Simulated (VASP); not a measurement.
# Hf: an input that fails (relaxed cell and band gap)

Hf, P6_3/mmc (no. 194), 2 atoms in the cell.

INCAR:
```
PREC = Accurate
ENCUT = 600
EDIFF = 1E-7
ISMEAR = 1
SIGMA = 0.1
LREAL = False
LASPH = True
GGA_COMPAT = False
ALGO = Normal
NELM = 80
ISIF = 3
LWAVE = False
LCHARG = False
GGA = LIBXC
LIBXC1 = GGA_X_PBEE
LIBXC2 = GGA_C_PBE
IBRION = 2
EDIFFG = -0.005
NSW = 20
```

KPOINTS:
```
k-points
0
Gamma
  10 10 5
```

POSCAR:
```
Hf
1.0
    3.1967000000      0.0000000000      0.0000000000
   -1.5983500000      2.7684234083      0.0000000000
    0.0000000000      0.0000000000      5.0578000000
Hf
2
Direct
    0.6666666667      0.3333333333      0.7500000000
    0.3333333333      0.6666666667      0.2500000000
```

Commands:
```
cat potpaw_PBE.64/Hf_pv/POTCAR > POTCAR
mpirun -np 1 vasp_std > vasp.out
```

VASP stops with:
```
One of the selected functionals for Libxc does not exist. Either you mistyped the name or your installed version of Libxc is not recent enough to include this functional. ---->  I REFUSE TO CONTINUE WITH THIS SICK JOB ... BYE!!! <----
```

Cause: misspelt functional name under LIBXC1.
